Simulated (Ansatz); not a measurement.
Inside the gap of an insulator the Bloch states are evanescent, with a wavenumber k + iκ along the transport direction.

Consider the following.

```yaml
crystal:
  lattice:
    - [5.11172, 0.00000, 0.00000]
    - [0.00000, 8.78957, 0.00000]
    - [2.55586, 2.92986, 1.47563]
  atoms:
    - { symbol: Ge, position: [0.00000, 0.84255, 0.00000] }
    - { symbol: Te, position: [0.00000, 0.15745, 0.00000] }
```

The cell is taken as given; by r2SCAN it stands under a pressure of -0.9 GPa.

Transport runs along the normal of the first two printed cell vectors, the (100) plane of the conventional cell.

No gap correction and no spin-orbit coupling; mid-gap is the computed energy nearest the middle.

### Question
State the band gap and the smallest decay constant κ at mid-gap according to r2SCAN run with Ansatz (an electronic-structure program).

### Answer
Gap 0.74 eV on a 20×20×20 mesh; κ = 0.104 1/Å, at (0.333, 0.250) of the in-plane reciprocal vectors. At the zone centre the slowest state has κ = 0.21 1/Å.
